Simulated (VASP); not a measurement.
Set up this calculation in VASP 6.6.1, as the native input.

- Task: single point
- Functional: revPBE
- Potentials or basis: VASP PAW PBE potentials, release 64 (Ru_pv)
- Cutoff: 520 eV
- k mesh: 11 × 11 × 15
- Occupations: fermi-dirac, width 0.1 eV
- Spin: no spin polarisation
- Dipole correction: no
- Further INCAR settings: ALGO = Fast; EDIFF = 1e-07; NBANDS = 28

The structure of Ru lies in POSCAR:

```
Ru
1.0
    4.2842224358      0.0000000000      0.0000000000
   -2.1421112179      3.7102454649      0.0000000000
    0.0000000000      0.0000000000      2.6935429790
Ru
3
Direct
    0.0000000000      0.0000000000      0.0000000000
    0.3333333333      0.6666666667      0.5000000000
    0.6666666667      0.3333333333      0.5000000000
```

This isn't the form of Ru at room conditions, which is hcp.

The input as run:

INCAR

```
  PREC = Accurate
  ENCUT = 520
  EDIFF = 1E-7
  ISMEAR = -1
  SIGMA = 0.1
  LREAL = F
  LASPH = T
  NELM = 100
  ALGO = Fast
  ISIF = 2
  LWAVE = F
  LCHARG = F
  GGA = RE
  NBANDS = 28
```

KPOINTS

```
Automatic mesh
0
Gamma
  11 11 15
```

Potentials or basis: VASP PAW PBE potentials, release 64 (Ru_pv).

The run is started by

```sh
$ cat potpaw_PBE.64/Ru_pv/POTCAR > POTCAR
$ mpirun -np 1 vasp_std > vasp.out
```

It gave:

```yaml
Pressure: 0.0 GPa
Band_gap_on_the_k_mesh: none (metal or under the smearing width)
```

Caveat: the PAW data sets were made with another functional, which shifts forces and pressure a little.

Run time: 74 s on 1 thread of Intel(R) Xeon(R) 6975P-C (Granite Rapids), with other jobs on the host, peak memory 0.23 GiB.
